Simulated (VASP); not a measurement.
# MnF₂: DFT+U ground state, by Hubbard U and LDAUTYPE

MnF₂, P4_2/mnm (no. 136), 6 atoms in the cell.

| Hubbard U (eV) | LDAUTYPE | Hund's J (eV) | Form of DFT+U | Gap (eV) | Largest site moment (muB) | Time (s) |
|---|---|---|---|---|---|---|
| Mn shell d, U 5.9 | 1 | 0.9 | Liechtenstein, U + J and J | 3.86 | 4.70 | 17 |
| Mn shell d, U 5 | 1 | – | Liechtenstein, J = 0 | 3.86 | 4.70 | 18 |
| Mn shell d, U 5.9 | 2 | 0.9 | Dudarev, U + J and J | 3.86 | 4.70 | 19 |
| Mn shell d, U 5 | 2 | – | Dudarev, U alone | 3.86 | 4.70 | 19 |
| Mn shell d, U 5, F shell p, U 4 | 2 | – | Dudarev, U on the anion p shell too | 4.17 | 4.70 | 15 |
| Mn shell d, U 5.9 | 4 | 0.9 | type 4, U + J and J | 3.90 | 4.67 | 14 |
| – | – | – | none | 2.19 | 4.54 | 16 |

Limits: The cell is the same for all forms and was relaxed for none; total energies under different U or different forms can't be compared; magnetic orders weren't compared, so this needn't be the magnetic ground state.

## Input of the first row

INCAR:
```
SYSTEM = MnF2
ALGO = Normal
AMIX = 0.2
AMIX_MAG = 0.8
BMIX = 1E-4
BMIX_MAG = 1E-4
EDIFF = 1E-6
ENCUT = 520
GGA = PE
ISIF = 2
ISMEAR = 0
ISPIN = 2
LASPH = .True.
LCHARG = .False.
LDAU = .True.
LDAUJ = 0.9 0
LDAUL = 2 -1
LDAUPRINT = 1
LDAUTYPE = 1
LDAUU = 5.9 0
LMAXMIX = 4
LORBIT = 11
LREAL = .False.
LWAVE = .False.
MAGMOM = 5 -5 0 0 0 0
NELM = 200
PREC = Accurate
SIGMA = 0.05
```

KPOINTS:
```
k-points
0
Gamma
  5 5 7
```

POSCAR:
```
MnF2
1.0
    4.8738000000      0.0000000000      0.0000000000
    0.0000000000      4.8738000000      0.0000000000
    0.0000000000      0.0000000000      3.3107000000
Mn F
2 4
Direct
    0.5000000000      0.5000000000      0.5000000000
    0.0000000000      0.0000000000      0.0000000000
    0.8053000000      0.1947000000      0.5000000000
    0.6947000000      0.6947000000      0.0000000000
    0.1947000000      0.8053000000      0.5000000000
    0.3053000000      0.3053000000      0.0000000000
```

Commands:
```
cat potpaw_PBE.64/Mn_pv/POTCAR potpaw_PBE.64/F/POTCAR > POTCAR
mpirun -np 4 vasp_std > vasp.out
```

Changes of the last row against the first:
```
- LDAU = True
- LDAUTYPE = 1
- LDAUL = 2 -1
- LDAUU = 5.9 0
- LDAUJ = 0.9 0
- LDAUPRINT = 1
```

VASP 6.6.1 took 17 s on 4 cores (Intel Xeon 6975P-C (Granite Rapids)), a shared host.
